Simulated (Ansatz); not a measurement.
Method: DFT PBE, scalar-relativistic, plane waves, PAW (Ansatz). Settings: cutoff 420 eV, Γ-centred meshes spaced at most about 0.3 Å⁻¹, and about 0.25 Å⁻¹ or finer for metals (2π included), Gaussian smearing. Cells run with spin keep no moment; the others have no spin polarisation.

These are static total energies at zero pressure.

Compare these two cells of SrTi2O4, each relaxed at this level.

A.

```yaml
crystal:
  lattice:
    - [4.99148, 0.00000, 0.00000]
    - [0.00000, 3.07740, 0.00000]
    - [-0.02528, 0.00000, 6.05427]
  atoms:
    - { symbol: Sr, position: [0.00000, 0.00000, 0.50000] }
    - { symbol: Ti, position: [0.50000, 0.50000, 0.00000] }
    - { symbol: Ti, position: [0.00000, 0.00000, 0.00000] }
    - { symbol: O, position: [0.84385, 0.50000, 0.80221] }
    - { symbol: O, position: [0.15615, 0.50000, 0.19779] }
    - { symbol: O, position: [0.66289, 0.00000, 0.18285] }
    - { symbol: O, position: [0.33711, 0.00000, 0.81715] }
```

B.

```yaml
crystal:
  lattice:
    - [0.00000, 4.52337, 4.52337]
    - [4.52337, 0.00000, 4.52337]
    - [4.52337, 4.52337, 0.00000]
  atoms:
    - { symbol: Sr, position: [0.75000, 0.75000, 0.75000] }
    - { symbol: Sr, position: [0.50000, 0.50000, 0.50000] }
    - { symbol: Ti, position: [0.12500, 0.12500, 0.62500] }
    - { symbol: Ti, position: [0.62500, 0.12500, 0.12500] }
    - { symbol: Ti, position: [0.12500, 0.62500, 0.12500] }
    - { symbol: Ti, position: [0.12500, 0.12500, 0.12500] }
    - { symbol: O, position: [0.89621, 0.89621, 0.89621] }
    - { symbol: O, position: [0.89621, 0.31137, 0.89621] }
    - { symbol: O, position: [0.31137, 0.89621, 0.89621] }
    - { symbol: O, position: [0.35379, 0.35379, 0.93863] }
    - { symbol: O, position: [0.89621, 0.89621, 0.31137] }
    - { symbol: O, position: [0.35379, 0.93863, 0.35379] }
    - { symbol: O, position: [0.93863, 0.35379, 0.35379] }
    - { symbol: O, position: [0.35379, 0.35379, 0.35379] }
```

Task: Which is lower in energy, and by how much?

Result: A is lower, by 12 meV/atom. A has space group P2/m (No. 10), 13.3 Å³/atom and no gap on its mesh; B has the spinel type, space group Fd-3m (No. 227), 13.2 Å³/atom and no gap. Counting O atoms around Sr and Ti (those within 1.25 times the shortest such distance or 1.15 times the sum of covalent radii, 1.27 where that leaves under three), A has Sr 6, Ti 6 and B has Sr 4, Ti 6. In A, around Sr lie 6 O at 2.52–2.55 Å, 2 Ti at 3.03 Å and 2 Sr at 3.08 Å; Ti on its first site has 6 O at 2.06–2.10 Å and 6 Ti at 2.93–3.08 Å; O on its first site has 3 Ti at 2.10 Å and 2 Sr at 2.52 Å; 2 more sites not described. In B, around Sr lie 4 O at 2.29 Å and 12 Ti at 3.75 Å; Ti is surrounded by 6 O at 2.09 Å, 6 Ti at 3.20 Å, 2 O at 3.58 Å and 6 Sr at 3.75 Å; O has 3 Ti at 2.09 Å, 1 Sr at 2.29 Å and 3 O at 2.66 Å. Both come from invented guesses. The lowest form computed isn't among them: it has space group Cmcm (No. 63), 11.6 Å³/atom and lies 99 meV/atom below the best shown.

The k mesh leaves some 4 meV/atom of noise in the energy of each metallic cell. In such compounds of Ti a zero gap at this level may well be an artefact, since no Hubbard U is applied. A magnetic state wasn't ruled out in cells without spin, among them P2/m. Cells relaxed within their symmetry can be saddle points. Some structure types and database cells were kept out of the candidates from the start, so a known form may be missing.
